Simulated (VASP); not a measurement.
VASP 6.6.1, PBE single-point calculation, Si (strained diamond)

INCAR

```
LWAVE = .FALSE.
GGA = PE
ENCUT = 520
NELM = 120
LASPH = .TRUE.
IBRION = -1
EDIFF = 1E-7
ISIF = 2
LCHARG = .FALSE.
LREAL = .FALSE.
NBANDS = 11
ISMEAR = -1
PREC = Accurate
NSW = 0
SIGMA = 0.02
```

KPOINTS

```
KPOINTS created by Atomic Simulation Environment
0
Gamma
8 8 8
0 0 0
```

KPOINTS_OPT

```
special points
7
Reciprocal
0.0000000000 0.0000000000 0.0000000000 1
0.5000000000 0.0000000000 0.5000000000 1
0.6250000000 0.2500000000 0.6250000000 1
0.3750000000 0.3750000000 0.7500000000 1
0.5000000000 0.5000000000 0.5000000000 1
0.5000000000 0.2500000000 0.7500000000 1
0.4114580000 0.4114580000 0.0000000000 1
```

POSCAR

```
Si
 1.0000000000000000
     0.0000000000000000    2.8037824625000001    2.6618909388000001
     2.8037824625000001    0.0000000000000000    2.6618909388000001
     2.8037824625000001    2.8037824625000001    0.0000000000000000
 Si
   2
Cartesian
  0.0000000000000000  0.0000000000000000  0.0000000000000000
  1.4018912312500000  1.4018912312500000  1.3309454694000002
```

VASP ran with the recommended PBE PAW datasets (8 valence electrons in the cell).

Command

```
mpirun -np 1 vasp_std
```

From OUTCAR

```
k-points           NKPTS =     59   k-points in BZ     NKDIM =     59   number of bands    NBANDS=     11

   NELECT =       8.0000    total number of electrons

   dimension x,y,z NGX =    30 NGY =   30 NGZ =   30
   dimension x,y,z NGXF=    60 NGYF=   60 NGZF=   60

  energy-cutoff  :      520.00
  volume of cell :       41.85
      direct lattice vectors                 reciprocal lattice vectors
     0.000000000  2.803782463  2.661890939    -0.178330526  0.178330526  0.187836396
     2.803782463  0.000000000  2.661890939     0.178330526 -0.178330526  0.187836396
     2.803782463  2.803782463  0.000000000     0.178330526  0.178330526 -0.187836396

 k-points in reciprocal lattice and weights: KPOINTS created by Atomic Simulation Env
   0.00000000  0.00000000  0.00000000       0.002
   0.12500000 -0.00000000  0.00000000       0.016
   0.25000000 -0.00000000  0.00000000       0.016
   0.37500000 -0.00000000  0.00000000       0.016
   0.50000000 -0.00000000  0.00000000       0.008
   0.12500000  0.12500000  0.00000000       0.004
   0.25000000  0.12500000  0.00000000       0.016
   0.37500000  0.12500000  0.00000000       0.016
   ...

 E-fermi :   5.6898

 k-point     1 :       0.0000    0.0000    0.0000
  band No.  band energies     occupation
      1      -6.2665      2.00000
      2       5.2818      2.00000
      3       5.2818      2.00000
      4       5.6195      1.94241
      5       7.8190      0.00000
      6       8.0163      0.00000
      7       8.0163      0.00000
      8       8.2321      0.00000
      9      12.6437      0.00000
     10      13.1809      0.00000
     11      13.5020      0.00000

 k-point     2 :       0.1250   -0.0000    0.0000
  band No.  band energies     occupation
      1      -6.0698      2.00000
      2       3.7996      2.00000
      3       4.9852      2.00000
      4       5.2598      2.00000
      5       7.7216      0.00000
      6       8.3253      0.00000
      7       8.4038      0.00000
      8       9.7167      0.00000
      9      12.2822      0.00000
     10      12.9358      0.00000
     11      13.9504      0.00000

 k-point     3 :       0.2500   -0.0000    0.0000
  band No.  band energies     occupation
      1      -5.4968      2.00000
      2       1.5471      2.00000
      3       4.4880      2.00000
      4       4.8408      2.00000
      5       7.2185      0.00000
      6       8.8012      0.00000
      7       8.9492      0.00000
      8      11.9098      0.00000
      9      12.4829      0.00000
     10      12.6823      0.00000
     11      14.3324      0.00000

 k-point     4 :       0.3750   -0.0000    0.0000
  band No.  band energies     occupation
      1      -4.6419      2.00000
      2      -0.3980      2.00000
      3       4.1331      2.00000
      4       4.5570      2.00000
      5       6.8349      0.00000
      6       8.6811      0.00000
      7       9.0782      0.00000
      8      13.1988      0.00000
      9      13.6443      0.00000
     10      14.0318      0.00000
     11      14.8383      0.00000

 k-point     5 :       0.5000   -0.0000    0.0000
  band No.  band energies     occupation
      1      -4.0411      2.00000
      2      -1.3708      2.00000
      3       4.0096      2.00000
      4       4.4611      2.00000
      5       6.6984      0.00000
      6       8.5662      0.00000
      7       9.0248      0.00000
      8      13.0907      0.00000
      9      15.4877      0.00000
     10      15.8544      0.00000
     11      16.1263      0.00000

 k-point     6 :       0.1250    0.1250    0.0000
  band No.  band energies     occupation
      1      -5.9878      2.00000
      2       4.2023      2.00000
      3       4.4934      2.00000
      4       4.4934      2.00000
      5       7.2220      0.00000
      6       9.0962      0.00000
      7       9.0962      0.00000
      8       9.3956      0.00000
      9      12.4443      0.00000
     10      12.9576      0.00000
     11      14.3417      0.00000

 k-point     7 :       0.2500    0.1250    0.0000
  band No.  band energies     occupation
      1      -5.5219      2.00000
      2       2.2165      2.00000
      3       3.9682      2.00000
      4       4.2595      2.00000
      5       7.2918      0.00000
      6       8.9413      0.00000
      7       9.7546      0.00000
      8      10.2791      0.00000
      9      12.9474      0.00000
     10      13.3181      0.00000
     11      15.2334      0.00000

 k-point     8 :       0.3750    0.1250    0.0000
  band No.  band energies     occupation
      1      -4.7304      2.00000
      2       0.1963      2.00000
      3       3.6701      2.00000
      4       3.7850      2.00000
      5       7.3769      0.00000
      6       9.1677      0.00000
      7       9.6494      0.00000
      8      10.6155      0.00000
      9      14.6266      0.00000
     10      14.7173      0.00000
     11      15.2560      0.00000

 k-point     9 :       0.5000    0.1250    0.0000
  band No.  band energies     occupation
      1      -3.9298      2.00000
      2      -1.1815      2.00000
      3       3.4013      2.00000
      4       3.6618      2.00000
      5       7.2699      0.00000
      6       9.1734      0.00000
      7       9.3062      0.00000
      8      12.2318      0.00000
      9      14.3287      0.00000
     10      15.9489      0.00000
     11      16.9513      0.00000

 k-point    10 :      -0.3750    0.1250    0.0000
  band No.  band energies     occupation
      1      -4.2085      2.00000
      2      -0.7706      2.00000
      3       3.2331      2.00000
      4       3.9342      2.00000
      5       7.3973      0.00000
      6       9.1265      0.00000
      7       9.2493      0.00000
      8      13.2559      0.00000
      9      13.5080      0.00000
     10      14.2734      0.00000
     11      16.2971      0.00000

 k-point    11 :      -0.2500    0.1250    0.0000
  band No.  band energies     occupation
      1      -5.0906      2.00000
      2       0.9116      2.00000
      3       3.3636      2.00000
      4       4.4214      2.00000
      5       7.7696      0.00000
      6       9.0138      0.00000
      7       9.4032      0.00000
      8      11.6240      0.00000
      9      11.8046      0.00000
     10      14.6629      0.00000
     11      15.4560      0.00000

 k-point    12 :      -0.1250    0.1250    0.0000
  band No.  band energies     occupation
      1      -5.7610      2.00000
      2       2.7367      2.00000
      3       4.0236      2.00000
      4       4.9274      2.00000
      5       8.0900      0.00000
      6       8.5435      0.00000
      7       8.9150      0.00000
      8      10.7236      0.00000
      9      11.5261      0.00000
     10      13.0468      0.00000
     11      14.9611      0.00000

 k-point    13 :       0.2500    0.2500    0.0000
  band No.  band energies     occupation
      1      -5.1637      2.00000
      2       2.0742      2.00000
      3       3.3997      2.00000
      4       3.3997      2.00000
      5       6.2922      0.00000
      6       8.5837      0.00000
      7      11.0458      0.00000
      8      11.0458      0.00000
      9      13.3716      0.00000
     10      13.8972      0.00000
     11      16.8559      0.00000

 k-point    14 :       0.3750    0.2500    0.0000
  band No.  band energies     occupation
      1      -4.4571      2.00000
      2       0.6048      2.00000
      3       2.8051      2.00000
      4       3.0651      2.00000
      5       6.5058      0.00000
      6       8.1674      0.00000
      7      11.3038      0.00000
      8      11.4412      0.00000
      9      15.1577      0.00000
     10      15.3565      0.00000
     11      16.9945      0.00000

 k-point    15 :       0.5000    0.2500    0.0000
  band No.  band energies     occupation
      1      -3.5774      2.00000
      2      -0.8392      2.00000
      3       2.1256      2.00000
      4       3.0418      2.00000
      5       6.7119      0.00000
      6       9.4175      0.00000
      7      11.0653      0.00000
      8      11.0869      0.00000
      9      15.5079      0.00000
     10      15.8715      0.00000
     11      17.4974      0.00000

 k-point    16 :      -0.3750    0.2500    0.0000
  band No.  band energies     occupation
      1      -3.4836      2.00000
      2      -1.0075      2.00000
      3       1.7450      2.00000
      4       3.3303      2.00000
      5       6.9732      0.00000
      6      10.7169      0.00000
      7      10.8602      0.00000
      8      11.7208      0.00000
      9      13.2752      0.00000
     10      13.3223      0.00000
     11      18.2696      0.00000

 ...

  Total       -0.9322351     -0.9322351      0.2636529      0.0000000      0.0000000      0.0000000
  in kB      -35.6884056    -35.6884056     10.0933231      0.0000000      0.0000000      0.0000000
  external PRESSURE =     -20.4278294 kB  Pullay stress =       0.0000000 kB

 POSITION                                       TOTAL-FORCE (eV/Angst)
 -----------------------------------------------------------------------------------
      0.00000      0.00000      0.00000        -0.000000     -0.000000      0.000000
      1.40189      1.40189      1.33095         0.000000      0.000000      0.000000
 -----------------------------------------------------------------------------------
    total drift:                               -0.000000     -0.000000     -0.000000

  FREE ENERGIE OF THE ION-ELECTRON SYSTEM (eV)
  ---------------------------------------------------
  free  energy   TOTEN  =       -10.8187351869 eV

  energy  without entropy=      -10.8187132051  energy(sigma->0) =      -10.81872420
```

- gap between bands v and c: 0.12 eV
- least direct gap: 2.20 eV
- pressure: -2.0 GPa

Band v is the last that the valence electrons fill when counted band by band, and c is the next.

The run took about 31 s on one core of a shared host (Intel Xeon Platinum 8488C) and held 0.18 GiB at most.
